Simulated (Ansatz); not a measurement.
Runs of Ansatz 0.2.0 on SrO. It takes space group Fm-3m (No. 225, cubic). Conventional cell: a = 5.133 Å, b = 5.133 Å, c = 5.133 Å, α = 90.00°, β = 90.00°, γ = 90.00°. Sr (site symmetry m-3m) has 6 O at 2.57 Å as nearest neighbours. Around O (site symmetry m-3m) lie 6 Sr at 2.57 Å. 

| task | level | potentials or basis | spin | cell | k mesh | cutoff (eV) | smearing | other keys | mesh quality | gap on the mesh (eV) | pressure (GPa) |
| --- | --- | --- | --- | --- | --- | --- | --- | --- | --- | --- | --- |
| atomic charges | LC-wPBE | Ansatz PAW | off | volume scaled by 1.04 | 5 × 5 × 5 | 420 | fixed | - | not flagged | (a) | -2.5 |
| single point | r2SCAN | Ansatz PAW earlier set | off | volume scaled by 0.96 | 9 × 9 × 9 | 1050 | tetrahedron | - | not flagged | 3.83 | 6.0 |
| density of states | HSE06 | Ansatz PAW | off | as given | 5 × 5 × 5 | 420 | cold 0.15 eV | - | coarse | 4.99 | (b) |
| single point | PBE | Ansatz PAW | off | atoms moved at random, drawn with an rms of 0.05 Å | 9 × 9 × 9 | 420 | fermi-dirac 0.05 eV | - | not flagged | 3.40 | 3.5 |
| relaxation of the atoms | exchange-only PBE | PseudoDojo stringent (PBE files) | off | atoms relaxed from: atoms moved at random, drawn with an rms of 0.05 Å | 7 × 7 × 7 | 1252 | fermi-dirac 0.025 eV | scf.n_extra_bands = 16 | not flagged | 3.54 | 14.2 |
| single point | PBE | Ansatz PAW | off | as given | 9 × 9 × 9 | 420 | fermi-dirac 0.05 eV | - | not flagged | (c) | 3.3 |

Question: Fill in the values left out.

Answer: (a) 10.39; (b) 1.2; (c) 3.37.

Caveats: some runs use coarse meshes; odd divisions of the mesh miss points on the zone boundary, where band edges often lie, so the gap on the mesh can be too wide; the PAW data sets come from PBE, with cores solved anew for the run's functional, which leaves a small shift of forces and pressure (some runs); the thresholds are loose for stress (some runs); with tetrahedron occupations forces and stress needn't match the slope of the energy (some runs); the potentials were made for another functional, which shifts forces and pressure (some runs).

A k mesh can miss the band edges, and the runs leave out spin-orbit coupling on Sr.
